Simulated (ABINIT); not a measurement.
Crystal: AlN.

```
Al N
1.0
     0.00000    2.18399    2.18399
     2.18399    0.00000    2.18399
     2.18399    2.18399    0.00000
Al N
1 1
Cartesian
  0.0000 0.0000 0.0000
  1.0920 1.0920 1.0920
```

Measurements of this composition are mostly on another form, of space group No. 186.

Base run:

| Quantity | Value |
| --- | --- |
| Program | ABINIT 10.8.3 (patched build) |
| Functional | rPW86PBE |
| Potentials or basis | PseudoDojo NC SR PBE v0.4.1 standard |
| Cutoff | 1143 eV |
| k mesh | 10 × 10 × 10 |
| Occupations | fermi-dirac, width 0.05 eV |
| Spin | no spin polarisation |

Its results: band gap on the k mesh 3.60 eV, indirect (least direct gap 4.39 eV); pressure 9.3 GPa.

Q: After a change of settings the same cell gave: band gap on the k mesh 3.70 eV, indirect (least direct gap 4.51 eV); pressure 9.5 GPa. Which change was it?
A. functional from rPW86PBE to HCTH407
B. functional from rPW86PBE to LDA-Teter; potentials or basis from PseudoDojo NC SR PBE v0.4.1 standard to PseudoDojo NC SR LDA v0.4.1 standard
C. functional from rPW86PBE to r2SCAN; potentials or basis from PseudoDojo NC SR PBE v0.4.1 standard to JTH PAW PBE v2.0; cutoff from 1143 eV to 816 eV
D. functional from rPW86PBE to BLYP

A: D.

Caveats: the potentials were made for another functional, which shifts forces and pressure.
